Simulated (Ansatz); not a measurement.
Exchange couplings of Eu (Cmcm)

```
Eu
1.0
     3.99413    0.00000    0.00000
     0.00000    0.00000    6.34073
     0.00000   -6.95942    0.00000
Eu
4
Direct
  0.50000 0.75000 0.33687
  0.00000 0.75000 0.83687
  0.50000 0.25000 0.66313
  0.00000 0.25000 0.16313
```

The source of the geometry is a structure from the Materials Project, repeated to hold the magnetic orders; atoms and cell stay fixed.

Settings: PBE, 7×4×4 k mesh, Fermi–Dirac smearing of 0.05 eV. PAW means Ansatz 0.2.0 on its default frozen-core files. Site moments are integrated in spheres about the atoms. Start moments (μB): Eu1 7, Eu2 -7, Eu3 7, Eu4 -7.

Site moments (μB): Eu1 6.97, Eu2 -6.97, Eu3 6.97, Eu4 -6.97. Cell moment 0.00 μB.

Couplings come from the force theorem (directions of the magnetic atoms constrained, all else relaxed) on a 7×4×4 mesh, with E = −Σ J e_i·e_j over ordered pairs of unit vectors, so positive J favours parallel moments.

```json
{"pair": "Eu1–Eu at 3.90 Å", "count": "2", "J PAW (meV)": "+7.23"}
{"pair": "Eu1–Eu at 3.94 Å", "count": "4", "J PAW (meV)": "+6.49"}
{"pair": "Eu1–Eu at 3.99 Å", "count": "2", "J PAW (meV)": "+4.45"}
{"pair": "Eu1–Eu at 4.01 Å", "count": "4", "J PAW (meV)": "+4.49"}
{"pair": "Eu1–Eu at 5.58 Å", "count": "4", "J PAW (meV)": "-0.40"}
{"pair": "Eu1–Eu at 5.66 Å", "count": "2", "J PAW (meV)": "-0.45"}
{"pair": "Eu1–Eu at 6.34 Å", "count": "2", "J PAW (meV)": "+0.47"}
{"pair": "Eu1–Eu at 6.86 Å", "count": "4", "J PAW (meV)": "-0.94"}
{"pair": "Eu1–Eu at 6.89 Å", "count": "4", "J PAW (meV)": "-0.91"}
{"pair": "Eu1–Eu at 6.93 Å, set 1", "count": "4", "J PAW (meV)": "-0.82"}
{"pair": "Eu1–Eu at 6.93 Å, set 2", "count": "4", "J PAW (meV)": "-0.83"}
{"pair": "Eu1–Eu at 6.96 Å", "count": "2", "J PAW (meV)": "-0.85"}
```

Pairs at one distance with different couplings are listed as sets.

The program reports that this state isn't the lowest of its own couplings. The gain of the softest rotation is smaller than what its band sum leaves out of a whole turn, though, so more bands could change its sign.

The couplings come from one mesh, and their convergence in k wasn't tested.

Without U a semilocal functional puts the f levels too near the Fermi level, which can change moments and the order of magnetic states; site and cell moments are spin moments. The Ansatz runs typed with the search for lower states off end where their start leads. Spin–orbit coupling is left out although heavy atoms are present. With open f shells a run can end in a state that isn't the lowest. None of this fixes the real material's magnetic order: only patterns that fit the cell were computed, without spin fluctuations and on one mesh and smearing, with a functional that can overstate moments.
